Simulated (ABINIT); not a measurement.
Crystal: NiO.

```xyz
2
Lattice="0.0000 2.0859 2.0859 2.0859 0.0000 2.0859 2.0859 2.0859 0.0000" Properties=species:S:1:pos:R:3 pbc="T T T"
Ni    0.0000    0.0000    0.0000
O     2.0859    2.0859    2.0859
```

Base run:

| Item | Value |
| --- | --- |
| Program | ABINIT 10.8.3 (patched build) |
| Functional | PBEsol |
| Potentials or basis | PseudoDojo NC SR PBEsol v0.4.1 standard |
| Cutoff | 1225 eV |
| k mesh | 8 × 8 × 8 |
| Occupations | fermi-dirac, width 0.05 eV |
| Spin | collinear spin, ferromagnetic start |
| Starting moments | [1.0, 0.0] μB |

Its results: pressure -6.2 GPa; net moment 1.69 μB per cell.

Problem. The run is repeated on the same cell with these changes: k mesh from 8 × 8 × 8 to 8 × 8 × 8, with 4 shifts. What comes out?

Solution. Pressure -13.2 GPa; net moment 0.00 μB per cell.

Caveats: small starting moments can end in a higher magnetic state in this program; a cell with one magnetic atom can't hold antiferromagnetic order, which such compounds often take (some runs).

Not every run made on this cell is shown here.
